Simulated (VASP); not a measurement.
A run of VASP 6.6.1 is set up as follows.

The input INCAR:

```
PREC = Accurate
ENCUT = 600
EDIFF = 1E-6
ISMEAR = -1
SIGMA = 0.05
LREAL = False
LASPH = True
NELM = 60
ALGO = Fast
ISIF = 3
LWAVE = False
LCHARG = False
GGA = PE
IVDW = 12
IBRION = 2
NSW = 60
EDIFFG = -0.01
```

File KPOINTS:

```
Automatic mesh
0
Gamma
  11 11 11
```

POSCAR

```
Ag
1.0
    0.0000000000      2.0427500000      2.0427500000
    2.0427500000      0.0000000000      2.0427500000
    2.0427500000      2.0427500000      0.0000000000
Ag
1
Direct
    0.0000000000      0.0000000000      0.0000000000
```

Potentials or basis: VASP PAW PBE potentials, release 64 (Ag).

The run is started by

```console
$ cat potpaw_PBE.64/Ag/POTCAR > POTCAR
$ mpirun -np 1 vasp_std > vasp.out
```

(1) Estimate the dispersion energy per atom.

(2) Predict the relaxed cell.

(3) Predict the band gap on the k mesh.

(4) Predict the relaxed volume.

Results:

(1) -0.598 eV.

(2) a = 2.875 Å, b = 2.875 Å, c = 2.875 Å, α = 60.00°, β = 60.00°, γ = 60.00°.

(3) none (metal or under the smearing width).

(4) 16.81 Å³/atom.

Caveat: pairwise dispersion overbinds metals, which lowers pressure and volume.
